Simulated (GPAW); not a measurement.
# Li2O (Fm-3m) in GPAW: single point with PBE

Aim: the single point of Li2O with PBE.

All numbers are computed with GPAW 26.7.0; they aren't measurements. Logs are shortened: lines on timing, memory, paths and dates and some standing lists are left out, and cuts for length are marked. The log counts tension as positive stress, the text compression.

## (1) The crystal as given

The structure is cubic, space group Fm-3m (No. 225). Conventional cell: a = 4.654 Å, b = 4.654 Å, c = 4.654 Å, α = 90.00°, β = 90.00°, γ = 90.00°. Around O (site symmetry m-3m) lie 8 Li at 2.02 Å. Around Li (site symmetry -43m) lie 4 O at 2.02 Å.

The cell comes from a database or a generator and needn't be the stable form of this composition.

## (2) Single point, PBE

Input file run.py:

```python
import spglib
from ase import Atoms
from ase.dft.bandgap import bandgap
from ase.io import read, write
from ase.units import GPa
from gpaw import GPAW, PW

atoms = read('Li2O.cif')
cell, positions, numbers = spglib.find_primitive(
    (atoms.cell[:], atoms.get_scaled_positions(), atoms.numbers), symprec=1e-4)
atoms = Atoms(numbers, cell=cell, scaled_positions=positions, pbc=True)

calc = GPAW(mode=PW(650),
            xc='PBE',
            kpts={'size': (8, 8, 8), 'gamma': True},
            occupations={'name': 'fermi-dirac', 'width': 0.05},
            nbands=12,
            maxiter=120,
            txt='gpaw.txt')
atoms.calc = calc
energy = atoms.get_potential_energy()
forces = atoms.get_forces()
stress = atoms.get_stress()
calc.write('gs.gpw')
write('result.traj', atoms)
print(f'Energy: {energy:.6f} eV')
print('Forces (eV/A):')
print(forces.round(4))
print('Stress (GPa):', (stress / GPa).round(3))
print('Fermi level:', round(calc.get_fermi_level(), 4), 'eV')
print(f'Gap: {bandgap(calc)[0]:.4f} eV, direct: {bandgap(calc, direct=True)[0]:.4f} eV')
```

Input file Li2O.cif:

```cif
data_Li2O
_cell_length_a 4.65370876
_cell_length_b 4.65370876
_cell_length_c 4.65370876
_cell_angle_alpha 90.00000000
_cell_angle_beta 90.00000000
_cell_angle_gamma 90.00000000
_space_group_name_H-M_alt 'Fm-3m'
_space_group_name_Hall '-F 4 2 3'
_space_group_IT_number 225
loop_
_space_group_symop_operation_xyz
'x,y,z'
'-x,-y,-z'
'-y,x,z'
'y,-x,-z'
'-x,-y,z'
'x,y,-z'
'y,-x,z'
'-y,x,-z'
'x,-y,-z'
'-x,y,z'
'-y,-x,-z'
'y,x,z'
'-x,y,-z'
'x,-y,z'
'y,x,-z'
'-y,-x,z'
'z,x,y'
'-z,-x,-y'
'z,-y,x'
'-z,y,-x'
'z,-x,-y'
'-z,x,y'
'z,y,-x'
'-z,-y,x'
'-z,x,-y'
'z,-x,y'
'-z,-y,-x'
'z,y,x'
'-z,-x,y'
'z,x,-y'
'-z,y,x'
'z,-y,-x'
'y,z,x'
'-y,-z,-x'
'x,z,-y'
'-x,-z,y'
'-y,z,-x'
'y,-z,x'
'-x,z,y'
'x,-z,-y'
'-y,-z,x'
'y,z,-x'
'-x,-z,-y'
'x,z,y'
'y,-z,-x'
'-y,z,x'
'x,-z,y'
'-x,z,-y'
'x,y+1/2,z+1/2'
'-x,-y+1/2,-z+1/2'
[... 63 lines left out ...]
'-z+1/2,-x,-y+1/2'
'z+1/2,-y,x+1/2'
'-z+1/2,y,-x+1/2'
'z+1/2,-x,-y+1/2'
'-z+1/2,x,y+1/2'
'z+1/2,y,-x+1/2'
'-z+1/2,-y,x+1/2'
'-z+1/2,x,-y+1/2'
'z+1/2,-x,y+1/2'
'-z+1/2,-y,-x+1/2'
'z+1/2,y,x+1/2'
'-z+1/2,-x,y+1/2'
'z+1/2,x,-y+1/2'
'-z+1/2,y,x+1/2'
'z+1/2,-y,-x+1/2'
'y+1/2,z,x+1/2'
'-y+1/2,-z,-x+1/2'
'x+1/2,z,-y+1/2'
'-x+1/2,-z,y+1/2'
'-y+1/2,z,-x+1/2'
'y+1/2,-z,x+1/2'
'-x+1/2,z,y+1/2'
'x+1/2,-z,-y+1/2'
'-y+1/2,-z,x+1/2'
'y+1/2,z,-x+1/2'
'-x+1/2,-z,-y+1/2'
'x+1/2,z,y+1/2'
'y+1/2,-z,-x+1/2'
'-y+1/2,z,x+1/2'
'x+1/2,-z,y+1/2'
'-x+1/2,z,-y+1/2'
'x+1/2,y+1/2,z'
'-x+1/2,-y+1/2,-z'
'-y+1/2,x+1/2,z'
'y+1/2,-x+1/2,-z'
'-x+1/2,-y+1/2,z'
'x+1/2,y+1/2,-z'
'y+1/2,-x+1/2,z'
'-y+1/2,x+1/2,-z'
'x+1/2,-y+1/2,-z'
'-x+1/2,y+1/2,z'
'-y+1/2,-x+1/2,-z'
'y+1/2,x+1/2,z'
'-x+1/2,y+1/2,-z'
'x+1/2,-y+1/2,z'
'y+1/2,x+1/2,-z'
'-y+1/2,-x+1/2,z'
'z+1/2,x+1/2,y'
'-z+1/2,-x+1/2,-y'
'z+1/2,-y+1/2,x'
'-z+1/2,y+1/2,-x'
'z+1/2,-x+1/2,-y'
'-z+1/2,x+1/2,y'
'z+1/2,y+1/2,-x'
'-z+1/2,-y+1/2,x'
'-z+1/2,x+1/2,-y'
'z+1/2,-x+1/2,y'
'-z+1/2,-y+1/2,-x'
'z+1/2,y+1/2,x'
'-z+1/2,-x+1/2,y'
'z+1/2,x+1/2,-y'
'-z+1/2,y+1/2,x'
'z+1/2,-y+1/2,-x'
'y+1/2,z+1/2,x'
'-y+1/2,-z+1/2,-x'
'x+1/2,z+1/2,-y'
'-x+1/2,-z+1/2,y'
'-y+1/2,z+1/2,-x'
'y+1/2,-z+1/2,x'
'-x+1/2,z+1/2,y'
'x+1/2,-z+1/2,-y'
'-y+1/2,-z+1/2,x'
'y+1/2,z+1/2,-x'
'-x+1/2,-z+1/2,-y'
'x+1/2,z+1/2,y'
'y+1/2,-z+1/2,-x'
'-y+1/2,z+1/2,x'
'x+1/2,-z+1/2,y'
'-x+1/2,z+1/2,-y'
loop_
_atom_site_label
_atom_site_type_symbol
_atom_site_symmetry_multiplicity
_atom_site_Wyckoff_symbol
_atom_site_fract_x
_atom_site_fract_y
_atom_site_fract_z
_atom_site_occupancy
O1 O 4 a 0.0000000000 0.0000000000 0.0000000000 1
Li1 Li 8 c 0.2500000000 0.7500000000 0.7500000000 1
```

Potentials or basis: GPAW PAW data sets (gpaw-data 1.2.1), pw.

On the command line:

```
$ OMP_NUM_THREADS=1 python run.py
```

gpaw.txt:

```text
__  _  _
 | _ |_)|_||  |
 |__||  | ||/\| - 26.7.0

Input parameters:
  mode=PW(ecut=650.0),
  kpts=MonkhorstPack(size=(8, 8, 8), gamma=True),
  maxiter=120,
  nbands=12,
  occupations=Occupations(name='fermi-dirac', width=0.05),
  xc=XC(name='PBE')

Diagonalizing LCAO Hamiltonian
Converting LCAO to pw mode

                  Li

           Li

       O

Atoms  # Å, Bohr magnetons
|   | symbol |        x |        y |        z |    initial magnetic moments |
|---|--------|----------|----------|----------|-----------------------------|
| 0 |      O | 0.000000 | 0.000000 | 0.000000 | ( 0.0000,  0.0000,  0.0000) |
| 1 |     Li | 1.163427 | 1.163427 | 1.163427 | ( 0.0000,  0.0000,  0.0000) |
| 2 |     Li | 3.490282 | 3.490282 | 3.490282 | ( 0.0000,  0.0000,  0.0000) |

Unit cell  # Å
| periodic |        x |        y |        z |  lengths |    angles |
|----------|----------|----------|----------|----------|-----------|
|      yes | 0.000000 | 2.326854 | 2.326854 | 3.290669 | 60.000000 |
|      yes | 2.326854 | 0.000000 | 2.326854 | 3.290669 | 60.000000 |
|      yes | 2.326854 | 2.326854 | 0.000000 | 3.290669 | 60.000000 |

Number of symmetries: 48
Symmetry operations  # r_c * U_cc + t_c -> r_c
|    | kind |            matrix            |
|----|------|------------------------------|
|  0 |  σ   |  1, 0, 0,  1, 0,-1,  1,-1, 0 |
|  1 |  C2  |  1, 0, 0,  1,-1, 0,  1, 0,-1 |
|  2 |  E   |  1, 0, 0,  0, 1, 0,  0, 0, 1 |
|  3 |  σ   |  1, 0, 0,  0, 0, 1,  0, 1, 0 |
|  4 |  C4  |  1, 0,-1,  1, 0, 0,  1,-1, 0 |
|  5 |  S6  |  1, 0,-1,  1,-1, 0,  1, 0, 0 |
|  6 |  σ   |  1, 0,-1,  0, 1,-1,  0, 0,-1 |
|  7 |  C3  |  1, 0,-1,  0, 0,-1,  0, 1,-1 |
|  8 |  S6  |  1,-1, 0,  1, 0, 0,  1, 0,-1 |
|  9 |  C4  |  1,-1, 0,  1, 0,-1,  1, 0, 0 |
| 10 |  C3  |  1,-1, 0,  0,-1, 1,  0,-1, 0 |
| 11 |  σ   |  1,-1, 0,  0,-1, 0,  0,-1, 1 |
| 12 |  σ   |  0, 1, 0,  1, 0, 0,  0, 0, 1 |
| 13 |  C4  |  0, 1, 0,  0, 1,-1, -1, 1, 0 |
| 14 |  C3  |  0, 1, 0,  0, 0, 1,  1, 0, 0 |
| 15 |  S6  |  0, 1, 0, -1, 1, 0,  0, 1,-1 |
| 16 |  C2  |  0, 1,-1,  1, 0,-1,  0, 0,-1 |
| 17 |  σ   |  0, 1,-1,  0, 1, 0, -1, 1, 0 |
| 18 |  S4  |  0, 1,-1,  0, 0,-1,  1, 0,-1 |
| 19 |  C4  |  0, 1,-1, -1, 1, 0,  0, 1, 0 |
| 20 |  C3  |  0, 0, 1,  1, 0, 0,  0, 1, 0 |
| 21 |  σ   |  0, 0, 1,  0, 1, 0,  1, 0, 0 |
| 22 |  S6  |  0, 0, 1,  0,-1, 1, -1, 0, 1 |
| 23 |  C4  |  0, 0, 1, -1, 0, 1,  0,-1, 1 |
| 24 |  S4  |  0, 0,-1,  1, 0,-1,  0, 1,-1 |
| 25 |  C3  |  0, 0,-1,  0, 1,-1,  1, 0,-1 |
| 26 |  C2  |  0, 0,-1,  0,-1, 0, -1, 0, 0 |
| 27 |  S6  |  0, 0,-1, -1, 0, 0,  0,-1, 0 |
| 28 |  S4  |  0,-1, 1,  1,-1, 0,  0,-1, 0 |
| 29 |  C4  |  0,-1, 1,  0, 0, 1, -1, 0, 1 |
| 30 |  C2  |  0,-1, 1,  0,-1, 0,  1,-1, 0 |
| 31 |  σ   |  0,-1, 1, -1, 0, 1,  0, 0, 1 |
| 32 |  C3  |  0,-1, 0,  1,-1, 0,  0,-1, 1 |
| 33 |  S6  |  0,-1, 0,  0, 0,-1, -1, 0, 0 |
| 34 |  S4  |  0,-1, 0,  0,-1, 1,  1,-1, 0 |
| 35 |  C2  |  0,-1, 0, -1, 0, 0,  0, 0,-1 |
| 36 |  C2  | -1, 1, 0,  0, 1, 0,  0, 1,-1 |
| 37 |  S6  | -1, 1, 0,  0, 1,-1,  0, 1, 0 |
| 38 |  S4  | -1, 1, 0, -1, 0, 1, -1, 0, 0 |
| 39 |  C3  | -1, 1, 0, -1, 0, 0, -1, 0, 1 |
| 40 |  S6  | -1, 0, 1,  0, 0, 1,  0,-1, 1 |
| 41 |  C2  | -1, 0, 1,  0,-1, 1,  0, 0, 1 |
| 42 |  C3  | -1, 0, 1, -1, 1, 0, -1, 0, 0 |
| 43 |  S4  | -1, 0, 1, -1, 0, 0, -1, 1, 0 |
| 44 |  C2  | -1, 0, 0,  0, 0,-1,  0,-1, 0 |
| 45 |  i   | -1, 0, 0,  0,-1, 0,  0, 0,-1 |
| 46 |  σ   | -1, 0, 0, -1, 1, 0, -1, 0, 1 |
| 47 |  C2  | -1, 0, 0, -1, 0, 1, -1, 1, 0 |

BZ-sampling:
  Number of BZ points: 512
  Number of IBZ points: 29

  Monkhorst-Pack size: [8, 8, 8]
  Monkhorst-Pack shift: [0.0625, 0.0625, 0.0625]

K-points  # in reciprocal-cell coordinates
|     |                                coordinates |     weight |
|-----|--------------------------------------------|------------|
|   0 | (  0.00000000,   0.00000000,   0.00000000) | 0.00195312 |
|   1 | (  0.12500000,   0.12500000,   0.00000000) | 0.01171875 |
|   2 | (  0.12500000,   0.12500000,   0.12500000) | 0.01562500 |
|   3 | (  0.25000000,   0.12500000,   0.12500000) | 0.02343750 |
|   4 | (  0.25000000,   0.25000000,   0.00000000) | 0.01171875 |
|   5 | (  0.25000000,   0.25000000,   0.12500000) | 0.04687500 |
|   6 | (  0.25000000,   0.25000000,   0.25000000) | 0.01562500 |
|   7 | (  0.37500000,   0.25000000,  -0.37500000) | 0.04687500 |
|   8 | (  0.37500000,   0.25000000,   0.12500000) | 0.04687500 |
|   9 | (  0.37500000,   0.25000000,   0.25000000) | 0.04687500 |
| ... |                                            |            |
|  28 | (  0.50000000,   0.50000000,   0.50000000) | 0.00781250 |

Plane wave coefficients: 960
Cutoff: 650.0 eV

Spin-components: 1 (collinear spins)
Bands:           12
Projectors:      11
Spin-degeneracy: 2
Datatype:        complex128

Parallelization:
  kpt:    1
  domain: 1
  band:   1

Density:
  Valence electrons: 8.0
  Components: 1
  Grid points: [20 20 20]
  Charge: 0.0  # |e|

Potential:
  Grid points: [20 20 20]

species:
  O:
    name:    Oxygen
    Z:       8.0
    valence: 6
    core:    2
    charge:  0.0  # [|e|]
    compensation charges:
      type: gauss
      rc: 0.21  # [Å]
      lmax: 2
    cutoffs:
      filter: 1.17  # [Å]
      core: 0.83  # [Å]
    projectors
    | kind |    occ | energy [eV] | rcut [Å] |
    |------|--------|-------------|----------|
    |   2s |  2.000 |     -23.961 |    0.688 |
    |   2p |  4.000 |      -9.029 |    0.598 |
    |    s |        |       3.251 |    0.688 |
    |    p |        |      18.182 |    0.598 |
    |    d |        |       0.000 |    0.619 |

    Using partial waves for O as LCAO basis

  Li:
    name:    Lithium
    Z:       3.0
    valence: 1
    core:    2
    charge:  0.0  # [|e|]
    compensation charges:
      type: gauss
      rc: 0.33  # [Å]
      lmax: 2
    cutoffs:
      filter: 1.91  # [Å]
      core: 2.55  # [Å]
    projectors
    | kind |    occ | energy [eV] | rcut [Å] |
    |------|--------|-------------|----------|
    |   2s |  1.000 |      -2.874 |    1.058 |
    |   2p |  0.000 |      -1.090 |    1.058 |
    |    s |        |      24.337 |    1.058 |

    Using partial waves for Li as LCAO basis

Reference energy: -2446.427942  # eV

eigensolver:
  PPCG
  Converge bands: occupied
  niter=2

density mixing:
  MSR1-Mixer
  Pratt-step length: 0.05
  Maximum mixing coefficient: 0.75
  Old densities: 10
  SVD Regularization: 0.005
  Good broyden scale: 1.0
  Trust region scale: 1.0
  Backstep threshold: 4.0
  History deletion threshold: 6.0
  Fourier metric: weight=20.0, sigma=0.015

occupation numbers:
  Fermi-Dirac:
    width: 0.0500  # eV

poisson solver:
  ecut: 5200.0  # eV

xc functional:
  name: PBE with 2 nearest neighbor stencil

convergence criteria:
- Maximum [total energy] change in last 3 cyles: 0.0005 eV / valence electron
- Maximum integral of absolute [dens]ity change: 0.0001 electrons / valence electron
- Maximum integral of absolute [eigenst]ate change: 4e-08 eV^2 / valence electron
maximum number of iterations: 120

SCF iterations
|iter     | |      energy | eigst |  dens |
|---------|-|-------------|-------|-------|
|iter:   1| |  -15.221300 | -0.24 |       |
|iter:   2| |  -14.996116 | -2.63 | -0.75 |
|iter:   3| |  -14.399721 | -1.67 | -0.80 |
|iter:   4| |  -14.396775 | -3.16 | -1.24 |
|iter:   5| |  -14.403903 | -3.08 | -1.50 |
|iter:   6| |  -14.404019 | -5.65 | -2.60 |
|iter:   7| |  -14.404052c| -5.87 | -2.95 |
|iter:   8| |  -14.404053c| -8.37c| -4.25c|

Converged in 8 steps
Energy contributions relative to reference atoms: (reference = -2446.427942)

Energy contributions:
  Kinetic:          15.760305
  Coulomb:         -14.404109
  Zero:              0.191150
  External:          0.000000
  Xc:              -15.951398
  Entropy:          -0.000000
  Spinorbit:         0.000000
  ----------------------------
  Free energy:     -14.404053
  Extrapolated:    -14.404053

dipole moment: (-13.053661, -13.053661, -13.053661)  # |e|*Ang

Fermi level: 2.825
Eigenvalues  # (at kpt = [0.000, 0.000, 0.000])
| band index |      eig [eV] | occ [0-2] |
|------------|---------------|-----------|
|          0 |       -14.198 |     2.000 |
|          1 |         1.237 |     2.000 |
|          2 |         1.237 |     2.000 |
|          3 |         1.237 |     2.000 |
|          4 |         6.327 |     0.000 |
|          5 |        13.067 |     0.000 |
|          6 |        13.067 |     0.000 |
|          7 |        13.067 |     0.000 |
|          8 |        20.116 |     0.000 |
|          9 |        20.116 |     0.000 |
|         10 |        20.116 |     0.000 |
|         11 |        28.496 |     0.000 |

Gap: 4.928 eV
Transition (v -> c):
  (s=0, k=0, n=3, [0.00, 0.00, 0.00]) -> (s=0, k=24, n=4, [0.50, 0.50, 0.00])
Direct/indirect transitions are different
Direct gap: 5.090 eV
Transition at: (s=0, k=0, n=3, [0.00, 0.00, 0.00])

Forces  # eV/Ang
|        x |        y |        z |
|----------|----------|----------|
|  0.00000 | -0.00000 |  0.00000 |  # O    0
| -0.00000 |  0.00000 | -0.00000 |  # Li   1
|  0.00000 |  0.00000 | -0.00000 |  # Li   2

Stress tensor  # eV/Ang^3
|        x |         y |         z |
|----------|-----------|-----------|
| 0.003386 |  0.000000 |  0.000000 |
| 0.000000 |  0.003386 | -0.000000 |
| 0.000000 | -0.000000 |  0.003386 |

# Writing to gs.gpw (mode='')
```

Wall time 7 s (1 thread of AMD EPYC 7B13 (Zen 3), shared host); peak memory 0.14 GiB.

Results:

```
Free energy            : -14.4041 eV
Pressure               : -0.5 GPa
Band gap on the k mesh : 4.93 eV, indirect (least direct gap 5.09 eV)
```

Caveat: the cutoff is short for stress and forces, so pressures can be off by a GPa or more. As with any semilocal functional, this PBE gap is likely too small.
